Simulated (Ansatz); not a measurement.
NiO2 in Ansatz: the effect of functional

Crystal: NiO2.

```
Ni O
1.0
     1.38318    0.79858    6.88004
    -1.38318    0.79858    6.88004
     0.00000   -1.59716    6.88004
Ni O
1 2
Direct
  0.00000 0.00000 0.00000
  0.37879 0.37879 0.37879
  0.62121 0.62121 0.62121
```

The cell comes from a database or a generator and needn't be the stable form of this composition.

The cell isn't the ideal one: volume scaled by 0.96.

Alike in all runs:

- Program: Ansatz 0.2.0
- Task: single point
- Potentials or basis: Ansatz PAW
- k mesh: 11 × 11 × 11
- Occupations: fermi-dirac, width 0.05 eV
- Spin: collinear spin, ferromagnetic start
- Starting moments: [1.0, 0.0, 0.0] μB

```tsv
functional	cutoff	gap on the mesh (eV)	pressure (GPa)	largest force (eV/Å)
LDA	420 eV (not typed: the program's choice for these potentials)	1.26	-3.0	0.43
PBEsol	420 eV (not typed: the program's choice for these potentials)	1.32	1.5	0.06
r2SCAN	500 eV (not typed: the program's choice for these potentials)	?	?	?
```

**Question.** What does the run with functional r2SCAN give?

**Answer.** gap on the mesh 1.85 eV; pressure 1.1 GPa; largest force 0.11 eV/Å.

Caveats: odd divisions of the mesh miss points on the zone boundary, where band edges often lie, so the gap on the mesh can be too wide; the PAW data sets come from PBE, with cores solved anew for the run's functional, which leaves a small shift of forces and pressure; the starting moments weren't kept; the magnetic or orbital state may not be the lowest (some runs).

A k mesh can miss the band edges.
